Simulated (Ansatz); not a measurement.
Input and output of a one-shot G0W0 calculation on Si (Fd-3m) from a database of computed structures (Ansatz, G0W0@PBE with 151 empty bands, a screening cutoff of 140 eV and a 4×4×4 mesh). The geometry is the r2SCAN minimum.

```yaml
crystal:
  lattice:
    - [0.0, 2.7221197378, 2.7221197378]
    - [2.7221197378, 0.0, 2.7221197378]
    - [2.7221197378, 2.7221197378, 0.0]
  atoms:
    - { symbol: Si, position: [0.25, 0.25, 0.25] }
    - { symbol: Si, position: [0.0, 0.0, 0.0] }
kpoints:
  mp_grid: { grid: [4, 4, 4] }
hamiltonian:
  xc: pbe
scf:
  occupations: { method: fixed }
gw:
  n_empty_bands: 151
  ecut_chi: 140
  qp_bands: [v2, c2]
  qp_kpoints: band_edges
  screening: { model: contour_deformation }
```

In the abridged output below, numbers in square brackets stand for lines, or ends of lines, that were taken out.
```
Functional definition: PBE
Crystal: 2 atoms, lattice volume = 40.341 Å³
Basis set: ecut = 420 eV, 749 PW (Γ)
Bands: 8, of which v1, the nominal top of the filled ones, is band 4 counted from 1 (3 counted from 0)
Symmetry: 48 space group operations
Space group: Fd-3m (ITA 227)
k-points: 8 of 64
preconditioner: auto → none  [insulator: Δε(μ)=0.723 eV  ℏωp=16.5 eV]
SCF converged after 6 iterations
Free energy (F): -1271.431027 eV
Fermi energy:    6.195167 eV
--- Band table (eV; the first three rows and the last of 8) ---
  k-point 0: bands = [-5.7237, 6.1952, 6.1952, 6.1952, 8.7346, 8.7346, 8.7346, 9.4765]
  k-point 1: bands = [-4.9286, 2.2757, 5.4365, 5.4365, 8.1879, 9.6756, 9.6756, 13.0514]
  k-point 2: bands = [-3.4085, -0.7486, 4.9988, 4.9988, 7.6976, 9.5157, 9.5157, 13.8957]
  k-point 7: bands = [-1.4417, -1.4417, 2.3623, 2.3623, 10.4528, 10.4528, 11.1546, 11.1546]
--- G₀W₀: contour deformation, 7 samples at zero and on the imaginary axis and 2 off it, 64 q-points, 151 empty bands' worth ---
    ik  band        ε_KS         Σx   Σc(E_QP)       V_xc       Z   E_QP_lin       E_QP  E_QP is
     0     3      6.1952   -14.8776     1.1045   -13.2634  0.7627     5.6832     5.6854  root
     0     4      6.1952  [1]
     0     5      8.7346    -6.9414    -4.4084   -11.4622  0.7575     8.8471     8.8469  root
     0     6      8.7346  [2]
     1     3      5.4365   -14.7789     1.3029   -12.9633  0.7574     4.9212     4.9239  root
     1     4      5.4365   -14.7789     1.3029   -12.9633  0.7574     4.9212     4.9239  root
     1     5      8.1879    -7.7440    -4.3599   -12.2010  0.7642     8.2851     8.2849  root
     1     6      9.6756  [3]
     2     3      4.9988  [4]
     2     4      4.9988   -15.0404     1.5532   -12.9508  0.7529     4.4587     4.4623  root
     2     5      7.6976  [5]
     2     6      9.5157  [6]
     3     3      4.3116   -14.6672     1.7118   -12.4221  0.7460     3.7730     3.7782  root
     3     4      4.3116  [7]
     3     5      7.3146    -6.5083    -4.0231   -10.5314  0.7732     7.3146     7.3146  root
     3     6      9.3100  [8]
     6     3      3.3538   -15.0158     2.2121   -12.2425  0.7327     2.7861     2.7926  root
     6     4      3.3538   -15.0158     2.2121   -12.2425  0.7327     2.7861     2.7926  root
     6     5      6.9015    -5.9313    -3.9728    -9.8628  0.7787     6.8602     6.8602  root
     6     6      6.9015    -5.9313    -3.9728    -9.8628  0.7787     6.8602     6.8602  root
     7     3      2.3623   -14.2041     2.3475   -11.3022  0.7278     1.8125     1.8079  root
     7     4      2.3623   -14.2041     2.3475   -11.3022  0.7278     1.8125     1.8079  root
     7     5     10.4528    -5.8054    -4.7185   -10.4874  0.7540    10.4163    10.4163  root
     7     6     10.4528    -5.8054    -4.7185   -10.4874  0.7540    10.4163    10.4163  root
```

The points are ik 0 = (0, 0, 0) (Γ), ik 1 = (0, 0, 1/4), ik 2 = (0, 0, -1/2), ik 3 = (0, 1/4, 1/4), ik 6 = (0, -1/2, -1/2), ik 7 = (1/4, -1/2, -1/4); band 4 is the last filled one.

Problem. Fill in the blanks. They hold quasiparticle rows.

Solution.
```
[1]
     0     4      6.1952   -14.8776     1.1045   -13.2634  0.7627     5.6832     5.6854  root
[2]
     0     6      8.7346    -6.9414    -4.4084   -11.4622  0.7575     8.8471     8.8469  root
[3]
     1     6      9.6756    -6.6431    -4.6894   -11.4397  0.7522     9.7830     9.7827  root
[4]
     2     3      4.9988   -15.0404     1.5532   -12.9508  0.7529     4.4587     4.4623  root
[5]
     2     5      7.6976    -7.9099    -4.2334   -12.2272  0.7689     7.7815     7.7814  root
[6]
     2     6      9.5157    -5.8676    -4.6673   -10.6281  0.7651     9.6087     9.6088  root
[7]
     3     4      4.3116   -14.6672     1.7118   -12.4221  0.7460     3.7730     3.7782  root
[8]
     3     6      9.3100    -5.4654    -4.6362   -10.1201  0.7579     9.3284     9.3283  root
```
The trailing digits, and the zero of the energies, depend on the potentials and thresholds.

Command: `ansatz run input.yaml --threads 4 --pin off --max-ram 5529MiB --backend cpu --events-out ev --progress --plain --runs-dir out`. Wall time 3 s on 4 threads of Intel(R) Xeon(R) 6975P-C (Granite Rapids), on a shared host, load about 0.5 per core; peak host memory 0.42 GiB.

The values are computed, spin-unpolarised, and not measurements.

For so narrow a gap this mesh doesn't settle the screening, and the bands and cutoff are finite.
